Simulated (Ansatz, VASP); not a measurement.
**Two plane-wave programs on BeC**

File INCAR:

```
ALGO = Normal
EDIFF = 1E-6
ENCUT = 520
GGA = PE
ISIF = 2
ISMEAR = 0
LASPH = True
LCHARG = False
LREAL = False
LWAVE = False
NBANDS = 22
NELM = 80
PREC = Accurate
SIGMA = 0.1
```

KPOINTS

```
k-points
0
Gamma
  6 6 2
```

File POSCAR:

```
BeC
1.0
    2.8450359500      0.0000000000      0.0000000000
   -1.4225179800      2.4638734100      0.0000000000
    0.0000000000      0.0000000000      9.3749034500
Be C
4 4
Direct
    0.6666666700      0.3333333300      0.7500000000
    0.0000000000      0.0000000000      0.0000000000
    0.3333333300      0.6666666700      0.2500000000
    0.0000000000      0.0000000000      0.5000000000
    0.3333333300      0.6666666700      0.8750000000
    0.6666666700      0.3333333300      0.1250000000
    0.6666666700      0.3333333300      0.3750000000
    0.3333333300      0.6666666700      0.6250000000
```

Input for Ansatz:

```yaml
crystal:
  lattice:
    - [2.84503595, 0.0, 0.0]
    - [-1.42251798, 2.46387341, 0.0]
    - [0.0, 0.0, 9.37490345]
  atoms:
    - { symbol: Be, position: [0.66666667, 0.33333333, 0.75] }
    - { symbol: Be, position: [0.0, 0.0, 0.0] }
    - { symbol: Be, position: [0.33333333, 0.66666667, 0.25] }
    - { symbol: Be, position: [0.0, 0.0, 0.5] }
    - { symbol: C, position: [0.33333333, 0.66666667, 0.875] }
    - { symbol: C, position: [0.66666667, 0.33333333, 0.125] }
    - { symbol: C, position: [0.66666667, 0.33333333, 0.375] }
    - { symbol: C, position: [0.33333333, 0.66666667, 0.625] }
basis:
  ecutwfc: 420
kpoints:
  mp_grid: { grid: [6, 6, 2] }
hamiltonian:
  xc: pbe
scf:
  occupations: { method: gaussian, width: 0.1 }
  lower_state_search: "off"
output:
  forces: true
  stress: true
  eigenvalues: true
```

Alike in both runs: task single point; functional PBE; k mesh 6 × 6 × 2; occupations gaussian, width 0.1 eV; no spin polarisation.

|  | VASP | Ansatz |
| --- | --- | --- |
| version | VASP 6.6.1 | Ansatz 0.2.0 |
| potentials or method | VASP PAW PBE potentials, release 64 (Be, C) | scalar-relativistic, plane waves, PAW |
| plane-wave cutoff (eV) | 520 | 420 |
| valence electrons in the cell | 24 | 24 |

|  | VASP | Ansatz | Ansatz less VASP |
| --- | --- | --- | --- |
| gap on the k mesh at the Fermi level (eV) | none | none | - |
| pressure (GPa) | -19.5 | -19.7 | -0.20 |
| largest component of the traceless stress (GPa) | 19.75 | 19.76 | +0.007 |
| rms of the force components (eV/Å) | 0.620 | 0.621 | +0.0006 |

Atom by atom the forces differ by 0.001 eV/Å (rms over components). A gap of «none» marks a metal or a gap that the smearing closes.

Caveats: the k mesh is coarse (spacing up to 0.43 Å⁻¹), so the values aren't converged; so large a pressure means that the cell lies far from this level's equilibrium, or that cutoff or potentials fall short (VASP); forces of over 1 eV/Å show positions far from the minimum, so gaps and moduli don't describe the material at rest.
